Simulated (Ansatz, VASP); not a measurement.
# InAs in two plane-wave programs, part 2 of 2

One calculation is typed for both programs; each brings its own data sets and cutoff. How far apart do they land? The cell is taken from a series of VASP runs on this material, whose earlier steps may have relaxed, scaled or displaced it; both programs get it as it stands.

VASP 6.6.1 and Ansatz 0.2.0.

So far: Set-up; Ansatz: relaxation of cell and atoms, r2SCAN with rVV10.

## (3) VASP: relaxation of cell and atoms, r2SCAN with rVV10

Level of this step: r2SCAN with rVV10; plane waves and PAW (In_d, As) (VASP).

The same cell, functional, mesh and smearing now go to VASP, with its own data sets and cutoff.

Lines of VASP's logs that name or quote its potential files are left out, and so is its time.

The input, INCAR:

```
SYSTEM = InAs
PREC = Accurate
ENCUT = 450
EDIFF = 1E-06
NELM = 100
ISMEAR = 0
SIGMA = 0.05
LREAL = .FALSE.
ALGO = Normal
METAGGA = R2SCAN
LUSE_VDW = .TRUE.
IVDW_NL = 2
BPARAM = 11.95
CPARAM = 0.0093
LASPH = .TRUE.
NBANDS = 15
LORBIT = 11
LWAVE = .FALSE.
LCHARG = .FALSE.
KPAR = 8
IBRION = 2
NSW = 50
ISIF = 3
EDIFFG = -0.006
```

The input, POSCAR:

```
InAs
1.0
    0.0000000000      3.0435667680      3.0435667680
    3.0435667680      0.0000000000      3.0435667680
    3.0435667680      3.0435667680      0.0000000000
In As
1 1
Direct
    0.0000000000      0.0000000000      0.0000000000
    0.7500000000      0.7500000000      0.7500000000
```

The input, KPOINTS:

```
Automatic mesh
0
Gamma
10 10 10
0 0 0
```

Potentials, in the order of the species: In_d and As (PBE family, release 64).

Command:

```sh
$ mpirun -np 8 vasp_std
```

Numbers of over 12 decimals in the logs are rounded to 6 here.

Log:

```text
[banner, memory and clock lines left out]
running    8 mpi-ranks, on    1 nodes
 distrk:  each k-point on    1 cores,    8 groups
 distr:  one band on    1 cores,    1 groups

 POSCAR found type information on POSCAR InAs
 POSCAR found :  2 types and       2 ions
|                                                                             |
|           W    W    AA    RRRRR   N    N  II  N    N   GGGG   !!!           |
|           W    W   A  A   R    R  NN   N  II  NN   N  G    G  !!!           |
|           W    W  A    A  R    R  N N  N  II  N N  N  G       !!!           |
|           W WW W  AAAAAA  RRRRR   N  N N  II  N  N N  G  GGG   !            |
|           WW  WW  A    A  R   R   N   NN  II  N   NN  G    G                |
|           W    W  A    A  R    R  N    N  II  N    N   GGGG   !!!           |
|                                                                             |
|     For optimal performance we recommend to set                             |
|       NCORE = 2 up to number-of-cores-per-socket                            |
|     NCORE specifies how many cores store one orbital (NPAR=cpu/NCORE).      |
|     This setting can greatly improve the performance of VASP for DFT.       |
|     The default, NCORE=1 might be grossly inefficient on modern             |
|     multi-core architectures or massively parallel machines. Do your        |
|     Unfortunately you need to use the default for GW and RPA                |
|     calculations (for HF NCORE is supported but not extensively tested      |
|     yet).                                                                   |
|                                                                             |

|                                                                             |
|               ----> ADVICE to this user running VASP <----                  |
|                                                                             |
|     You have switched on vdW-DFT.                                           |
|     This routine was written and supplied by Jiri Klimes. We recommend      |
|     that you carefully read and cite the following publications:            |
|       J. Klimes, D.R. Bowler, A. Michelides                                 |
|          J. Phys.: Cond Matt. 22 022201 (2010)                              |
|       J. Klimes, D.R. Bowler, A. Michelides                                 |
|          Phys. Rev. B. 83, 195131 (2011)                                    |
|     and references therein.                                                 |
|                                                                             |

|                                                                             |
|               ----> ADVICE to this user running VASP <----                  |
|                                                                             |
|     You enforced a specific xc type in the INCAR file but a different       |
|     [... a line on the potential file left out ...]
|     I HOPE YOU KNOW WHAT YOU ARE DOING!                                     |
|                                                                             |

 LDA part: xc-table for (None), standard interpolation
 POSCAR, INCAR and KPOINTS ok, starting setup
 FFT: planning ... GRIDC
 FFT: planning ... GRID_SOFT
 FFT: planning ... GRID
 WAVECAR not read
 entering main loop
       N       E                     dE             d eps       ncg     rms          rms(c)
Total rVV10 correction in eV:      0.4998005    21.1357015
Total rVV10 correction in eV:      0.4998005    21.1357015
Total rVV10 correction in eV:      0.4998005    21.1357015
Total rVV10 correction in eV:      0.4998005    21.1357015
Total rVV10 correction in eV:      0.4998005    21.1357015
Total rVV10 correction in eV:      0.4998005    21.1357015
Total rVV10 correction in eV:      0.4998005    21.1357015
Total rVV10 correction in eV:      0.4998005    21.1357015
DAV:   1     0.787982063777E+02    0.78798E+02   -0.78534E+03  1417   0.119E+03
DAV:   2    -0.332253111150E+02   -0.11202E+03   -0.10826E+03  1522   0.298E+02
DAV:   3    -0.407219462079E+02   -0.74966E+01   -0.74588E+01  1823   0.800E+01
DAV:   4    -0.409277856071E+02   -0.20584E+00   -0.20578E+00  1823   0.143E+01
DAV:   5    -0.409364819744E+02   -0.86964E-02   -0.86961E-02  2082   0.237E+00    0.606E+00
Total rVV10 correction in eV:      0.5061735    21.1357027
Total rVV10 correction in eV:      0.5061735    21.1357027
[...]
Total rVV10 correction in eV:      0.5227508    21.1357027
Total rVV10 correction in eV:      0.5227508    21.1357027
Total rVV10 correction in eV:      0.5227508    21.1357027
Total rVV10 correction in eV:      0.5227508    21.1357027
Total rVV10 correction in eV:      0.5227508    21.1357027
Total rVV10 correction in eV:      0.5227508    21.1357027
DAV:  11    -0.375357563108E+02   -0.24188E-04   -0.63258E-05  1747   0.127E-01    0.415E-02
Total rVV10 correction in eV:      0.5226792    21.1357027
Total rVV10 correction in eV:      0.5226792    21.1357027
Total rVV10 correction in eV:      0.5226792    21.1357027
Total rVV10 correction in eV:      0.5226792    21.1357027
Total rVV10 correction in eV:      0.5226792    21.1357027
Total rVV10 correction in eV:      0.5226792    21.1357027
[...]
DAV:   1    -0.375359881563E+02   -0.24874E-03   -0.62890E-03  1788   0.158E+00    0.111E-01
Total rVV10 correction in eV:      0.5228358    21.1357027
Total rVV10 correction in eV:      0.5228358    21.1357027
Total rVV10 correction in eV:      0.5228358    21.1357027
Total rVV10 correction in eV:      0.5228358    21.1357027
Total rVV10 correction in eV:      0.5228358    21.1357027
Total rVV10 correction in eV:      0.5228358    21.1357027
Total rVV10 correction in eV:      0.5228358    21.1357027
Total rVV10 correction in eV:      0.5228358    21.1357027
DAV:   2    -0.375357683892E+02    0.21977E-03   -0.43462E-04  1760   0.486E-01    0.373E-02
Total rVV10 correction in eV:      0.5229394    21.1357027
Total rVV10 correction in eV:      0.5229394    21.1357027
Total rVV10 correction in eV:      0.5229394    21.1357027
Total rVV10 correction in eV:      0.5229394    21.1357027
Total rVV10 correction in eV:      0.5229394    21.1357027
Total rVV10 correction in eV:      0.5229394    21.1357027
Total rVV10 correction in eV:      0.5229394    21.1357027
Total rVV10 correction in eV:      0.5229394    21.1357027
DAV:   3    -0.375357313520E+02    0.37037E-04   -0.97480E-05  1802   0.219E-01    0.343E-02
Total rVV10 correction in eV:      0.5229379    21.1357027
Total rVV10 correction in eV:      0.5229379    21.1357027
Total rVV10 correction in eV:      0.5229379    21.1357027
Total rVV10 correction in eV:      0.5229379    21.1357027
Total rVV10 correction in eV:      0.5229379    21.1357027
Total rVV10 correction in eV:      0.5229379    21.1357027
Total rVV10 correction in eV:      0.5229379    21.1357027
Total rVV10 correction in eV:      0.5229379    21.1357027
DAV:   4    -0.375357319904E+02   -0.63838E-06   -0.47349E-06  1501   0.195E-02
Total rVV10 correction in eV:      0.5230017    21.1357027
Total rVV10 correction in eV:      0.5230017    21.1357027
Total rVV10 correction in eV:      0.5230017    21.1357027
Total rVV10 correction in eV:      0.5230017    21.1357027
Total rVV10 correction in eV:      0.5230017    21.1357027
Total rVV10 correction in eV:      0.5230017    21.1357027
Total rVV10 correction in eV:      0.5230017    21.1357027
Total rVV10 correction in eV:      0.5230017    21.1357027
Total rVV10 correction in eV:      0.5229429    21.1357027
Total rVV10 correction in eV:      0.5229429    21.1357027
Total rVV10 correction in eV:      0.5229429    21.1357027
Total rVV10 correction in eV:      0.5229429    21.1357027
Total rVV10 correction in eV:      0.5229429    21.1357027
Total rVV10 correction in eV:      0.5229429    21.1357027
Total rVV10 correction in eV:      0.5229429    21.1357027
Total rVV10 correction in eV:      0.5229429    21.1357027
   2 F= -.37535732E+02 E0= -.37535718E+02  d E =0.716778E-05
 trial-energy change:    0.000007  1 .order    0.000006   -0.000023    0.000036
 step:   0.3968(harm=  0.3968)  dis= 0.00000  next Energy=   -37.535744 (dE=-0.464E-05)
 bond charge predicted
       N       E                     dE             d eps       ncg     rms          rms(c)
Total rVV10 correction in eV:      0.5229565    21.1357027
Total rVV10 correction in eV:      0.5229565    21.1357027
Total rVV10 correction in eV:      0.5229565    21.1357027
Total rVV10 correction in eV:      0.5229565    21.1357027
Total rVV10 correction in eV:      0.5229565    21.1357027
Total rVV10 correction in eV:      0.5229565    21.1357027
Total rVV10 correction in eV:      0.5229565    21.1357027
Total rVV10 correction in eV:      0.5229565    21.1357027
DAV:   1    -0.375358206359E+02   -0.89284E-04   -0.23018E-03  1774   0.957E-01    0.792E-02
Total rVV10 correction in eV:      0.5228799    21.1357027
Total rVV10 correction in eV:      0.5228799    21.1357027
Total rVV10 correction in eV:      0.5228799    21.1357027
Total rVV10 correction in eV:      0.5228799    21.1357027
Total rVV10 correction in eV:      0.5228799    21.1357027
Total rVV10 correction in eV:      0.5228799    21.1357027
Total rVV10 correction in eV:      0.5228799    21.1357027
Total rVV10 correction in eV:      0.5228799    21.1357027
DAV:   2    -0.375357467742E+02    0.73862E-04   -0.15694E-04  1767   0.295E-01    0.265E-02
Total rVV10 correction in eV:      0.5228319    21.1357027
Total rVV10 correction in eV:      0.5228319    21.1357027
Total rVV10 correction in eV:      0.5228319    21.1357027
Total rVV10 correction in eV:      0.5228319    21.1357027
Total rVV10 correction in eV:      0.5228319    21.1357027
Total rVV10 correction in eV:      0.5228319    21.1357027
Total rVV10 correction in eV:      0.5228319    21.1357027
Total rVV10 correction in eV:      0.5228319    21.1357027
DAV:   3    -0.375357373555E+02    0.94187E-05   -0.32078E-05  1788   0.126E-01    0.157E-02
Total rVV10 correction in eV:      0.5228312    21.1357027
Total rVV10 correction in eV:      0.5228312    21.1357027
Total rVV10 correction in eV:      0.5228312    21.1357027
Total rVV10 correction in eV:      0.5228312    21.1357027
Total rVV10 correction in eV:      0.5228312    21.1357027
Total rVV10 correction in eV:      0.5228312    21.1357027
Total rVV10 correction in eV:      0.5228312    21.1357027
Total rVV10 correction in eV:      0.5228312    21.1357027
DAV:   4    -0.375357375783E+02   -0.22274E-06   -0.15795E-06   868   0.118E-02
Total rVV10 correction in eV:      0.5228050    21.1357027
Total rVV10 correction in eV:      0.5228050    21.1357027
Total rVV10 correction in eV:      0.5228050    21.1357027
Total rVV10 correction in eV:      0.5228050    21.1357027
Total rVV10 correction in eV:      0.5228050    21.1357027
Total rVV10 correction in eV:      0.5228050    21.1357027
Total rVV10 correction in eV:      0.5228050    21.1357027
Total rVV10 correction in eV:      0.5228050    21.1357027
Total rVV10 correction in eV:      0.5228196    21.1357027
Total rVV10 correction in eV:      0.5228196    21.1357027
Total rVV10 correction in eV:      0.5228196    21.1357027
Total rVV10 correction in eV:      0.5228196    21.1357027
Total rVV10 correction in eV:      0.5228196    21.1357027
Total rVV10 correction in eV:      0.5228196    21.1357027
Total rVV10 correction in eV:      0.5228196    21.1357027
Total rVV10 correction in eV:      0.5228196    21.1357027
   3 F= -.37535738E+02 E0= -.37535724E+02  d E =0.157993E-05
 curvature:  -0.20 expect dE=-0.324E-07 dE for cont linesearch -0.324E-07
 trial: gam= 0.00000 g(F)=  0.274E-44 g(S)=  0.164E-06 ort =-0.196E-05 (trialstep = 0.879E+00)
 search vector abs. value=  0.164E-06
 reached required accuracy - stopping structural energy minimisation
```

OUTCAR, selected parts (step 3):

```text
ion  position               nearest neighbor table
   1  0.000  0.000  0.000-   2 2.64   2 2.64   2 2.64   2 2.64
   2  0.750  0.750  0.750-   1 2.64   1 2.64   1 2.64   1 2.64

  LATTYP: Found a face centered cubic cell.
 ALAT       =     6.0871335360

 Subroutine GETGRP returns: Found 24 space group operations
 (whereof 24 operations were pure point group operations)

The static configuration has the point symmetry T_d .

 Found     47 irreducible k-points:

   k-points           NKPTS =     47   k-points in BZ     NKDIM =     47   number of bands    NBANDS=     15

   dimension x,y,z NGX =    30 NGY =   30 NGZ =   30
   dimension x,y,z NGXF=    60 NGYF=   60 NGZF=   60

   ENCUT  =  450.0 eV  33.07 Ry    5.75 a.u.   7.44  7.44  7.44*2*pi/ulx,y,z

   NELECT =      18.0000    total number of electrons

 k-points in reciprocal lattice and weights: Automatic mesh
   0.00000000  0.00000000  0.00000000       0.001
   0.10000000  0.00000000  0.00000000       0.008
   0.20000000  0.00000000  0.00000000       0.008
   0.30000000  0.00000000  0.00000000       0.008
   0.40000000  0.00000000  0.00000000       0.008
   0.50000000  0.00000000  0.00000000       0.004
   0.10000000  0.10000000  0.00000000       0.006
   0.20000000  0.10000000  0.00000000       0.024
   0.30000000  0.10000000  0.00000000       0.024
[...]
-0.30000000  0.40000000  0.20000000       0.024
  -0.30000000  0.50000000  0.20000000       0.012

 average (electrostatic) potential at core
       1-102.3779       2 -54.3568

 E-fermi :   4.1222

 k-point     1 :       0.0000    0.0000    0.0000
  band No.  band energies     occupation
    ...
      5     -10.5975      2.00000
      6      -8.1180      2.00000
      7       4.0562      1.93813
      8       4.0562      1.93813
      9       4.0562      1.93813
     10       4.1690      0.18562
     11       8.3003      0.00000
     12       8.3003      0.00000
     13       8.3003      0.00000
     14      11.9484      0.00000
    ...

 k-point     2 :       0.1000    0.0000    0.0000
  band No.  band energies     occupation
    ...
      5     -10.5975      2.00000
      6      -8.0117      2.00000
      7       2.6365      2.00000
      8       3.9298      2.00000
      9       3.9298      2.00000
     10       5.2307      0.00000
     11       8.3504      0.00000
     12       8.4904      0.00000
     13       8.4904      0.00000
     14      12.5570      0.00000
    ...

 k-point     3 :       0.2000    0.0000    0.0000
  band No.  band energies     occupation
    ...
      5     -10.5971      2.00000
      6      -7.7105      2.00000
      7       1.1030      2.00000
      8       3.6430      2.00000
      9       3.6430      2.00000
     10       5.6148      0.00000
     11       8.8723      0.00000
     12       8.8724      0.00000
     13       8.9777      0.00000
     14      12.9894      0.00000
    ...

  Total       -0.0015032     -0.0015032     -0.0015032     -0.0000000      0.0000000     -0.0000000
  in kB       -0.0426904     -0.0426904     -0.0426904     -0.0000000      0.0000000     -0.0000000
  external PRESSURE =      -0.0426904 kB  Pullay stress =       0.0000000 kB

  energy-cutoff  :      450.00
  volume of cell :       56.42
      direct lattice vectors                 reciprocal lattice vectors
     0.000000000  3.044090342  3.044090342    -0.164252681  0.164252681  0.164252681
     3.044090342  0.000000000  3.044090342     0.164252681 -0.164252681  0.164252681
     3.044090342  3.044090342  0.000000000     0.164252681  0.164252681 -0.164252681

 POSITION                                       TOTAL-FORCE (eV/Angst)
 -----------------------------------------------------------------------------------
      0.00000      0.00000      0.00000        -0.000000      0.000000     -0.000000
      4.56614      4.56614      4.56614         0.000000     -0.000000      0.000000
 -----------------------------------------------------------------------------------
    total drift:                               -0.000003     -0.000003     -0.000003

  FREE ENERGIE OF THE ION-ELECTRON SYSTEM (eV)
  ---------------------------------------------------
  free  energy   TOTEN  =       -37.5357375783 eV

  energy  without entropy=      -37.5357110246  energy(sigma->0) =      -37.53572430

 reached required accuracy - stopping structural energy minimisation

 total charge
# of ion       s       p       d       tot
------------------------------------------
    1        0.833   0.743   9.888  11.464
    2        1.213   1.599   0.022   2.834
--------------------------------------------------
tot          2.046   2.343   9.910  14.298

[... 3 further parts left out ...]
```

CONTCAR:

```
InAs
   1.00000000000000
     0.0000000000000000    3.0440903419464287    3.0440903419464287
     3.0440903419464287    0.0000000000000000    3.0440903419464287
     3.0440903419464287    3.0440903419464287    0.0000000000000000
  In              As
     1     1
Direct
     0.0000000000000000    0.0000000000000000    0.0000000000000000
     0.7500000000000000    0.7500000000000000    0.7500000000000000
```

## (4) Comparison

Known differences besides the potentials themselves: VASP keeps PBE cores, Ansatz makes them for the functional; both relaxations stop at a tolerance, which leaves soft axes loose, and VASP keeps its plane-wave basis; the data sets hold 28 valence electrons in Ansatz (default PAW (the set named soft_2) files) and 18 in VASP; the cutoff is 500 eV in Ansatz and 450 eV in VASP; Ansatz adds a Pulay correction to the stress that steers its cell, VASP none. Total energies have different zeros and are not compared.

Both answers:

| quantity | Ansatz | VASP | difference |
| --- | --- | --- | --- |
| volume (Å³) | 56.25 | 56.42 | -0.29 % |
| edge a after relaxation, in the typed setting (Å) | 4.301 | 4.305 | -0.10 % |

The walks stopped with 0.00 GPa left in Ansatz and 0.00 GPa in VASP; each walk ends within a tolerance, so the volume difference is uncertain by about these residues over the bulk modulus, most in soft cells.

## (5) Results

* difference in volume (relaxation of cell and atoms, r2SCAN with rVV10): -0.29 %

What this shows: The difference in volume is -0.29 % (relaxation of cell and atoms, r2SCAN with rVV10), within the 1.2 % picked in this series as the mark of a large difference, as far as the stopping tolerances let one tell. How closely two codes agree says nothing of how well the functional describes the real material.

[Lines on the potential files, build, host, timing and source positions are cut from VASP's logs without a mark.]

[Logs are printed without paths, hosts, clocks, repeated set-up lines and the standing remarks that a program may print on its own settings, such as how far it seeks lower states.]

[Hosts, paths, dates, database ids (printed as entryN), source tags and the programs' standing remarks are cut or masked in the printed files.]
